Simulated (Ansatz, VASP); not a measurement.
## PbO2 in VASP and in Ansatz

The input INCAR:

```
PREC = Accurate
ENCUT = 520
EDIFF = 1E-7
ISMEAR = -1
SIGMA = 0.05
LREAL = F
LASPH = T
NELM = 100
ALGO = Fast
ISIF = 2
LWAVE = F
LCHARG = T
GGA = PE
LELF = T
LVHAR = T
NBANDS = 20
```

The input KPOINTS:

```
Automatic mesh
0
Gamma
  9 9 9
```

The input POSCAR:

```
PbO2
1.0
    0.0000000000      2.6838572791      2.6838572791
    2.6838572791      0.0000000000      2.6838572791
    2.6838572791      2.6838572791      0.0000000000
Pb O
1 2
Direct
    0.0000000000      0.0000000000      0.0000000000
    0.7500000000      0.7500000000      0.7500000000
    0.2500000000      0.2500000000      0.2500000000
```

Contents of input.yaml:

```yaml
crystal:
  lattice:
    - [0.0, 2.6838572791, 2.6838572791]
    - [2.6838572791, 0.0, 2.6838572791]
    - [2.6838572791, 2.6838572791, 0.0]
  atoms:
    - { symbol: Pb, position: [0.0, 0.0, 0.0] }
    - { symbol: O, position: [0.75, 0.75, 0.75] }
    - { symbol: O, position: [0.25, 0.25, 0.25] }
kpoints:
  mp_grid: { grid: [9, 9, 9] }
scf:
  occupations: { method: fermi_dirac, width: 0.05 }
hamiltonian:
  xc: pbe
  pseudopotentials: { kind: all_electron, lapw: { basis_error: 0.001 } }
output:
  forces: true
  stress: true
  eigenvalues: true
```

Change from the starting cell: volume scaled by 0.98.

Alike in both runs: task single point; functional PBE; k mesh 9 × 9 × 9; occupations fermi-dirac, width 0.05 eV; no spin polarisation.

```csv
,VASP,Ansatz
version,VASP 6.6.1,Ansatz 0.2.0
potentials or method,"VASP PAW PBE potentials, release 64 (Pb_d, O)","all-electron LAPW, scalar-relativistic"
plane-wave cutoff (eV),520,see its input
```

```csv
,VASP,Ansatz,Ansatz less VASP
gap on the k mesh at the Fermi level (eV),none,none,-
pressure (GPa),3.5,3.3,-0.19
```

A gap of «none» marks a metal or a gap that the smearing closes. Ansatz ran all-electron here, so the differences hold the error of VASP's frozen core and of both bases.

The runs have no spin-orbit coupling, so splittings on Pb are missing.
